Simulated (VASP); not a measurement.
Ba, 1 atom in the cell. It takes space group Pm-3m (No. 221, cubic). The conventional cell has a = 3.781 Å, b = 3.781 Å, c = 3.781 Å, α = 90.00°, β = 90.00°, γ = 90.00°. Ba (site symmetry m-3m) has 6 Ba at 3.78 Å as nearest neighbours. This isn't the form of Ba at room conditions, which is bcc. The cell isn't the ideal one: strained and moved within the space group.

| Quantity | Value |
| --- | --- |
| Program | VASP 6.6.1 |
| Task | single point |
| Functional | PBEsol |
| Potentials or basis | VASP PAW PBE potentials, release 64 (Ba_sv) |
| Cutoff | 520 eV |
| k mesh | 12 × 12 × 12 |
| Occupations | gaussian, width 0.1 eV |
| Spin | no spin polarisation |
| Dipole correction | no |
| Further INCAR settings | ALGO = Fast; EDIFF = 1e-06; NBANDS = 11 |

Potentials or basis: VASP PAW PBE potentials, release 64 (Ba_sv).

Command:

```bash
$ cat potpaw_PBE.64/Ba_sv/POTCAR > POTCAR
$ mpirun -np 1 vasp_std > vasp.out
```

Hardware: 1 thread of Intel(R) Xeon(R) Platinum 8488C (Sapphire Rapids), on a shared host.

Task: Estimate the wall time of this run.

Result: It took 27 s on 1 thread of Intel(R) Xeon(R) Platinum 8488C (Sapphire Rapids) (shared host), peak memory 0.18 GiB. Counts: scf iterations 12, k points 84.
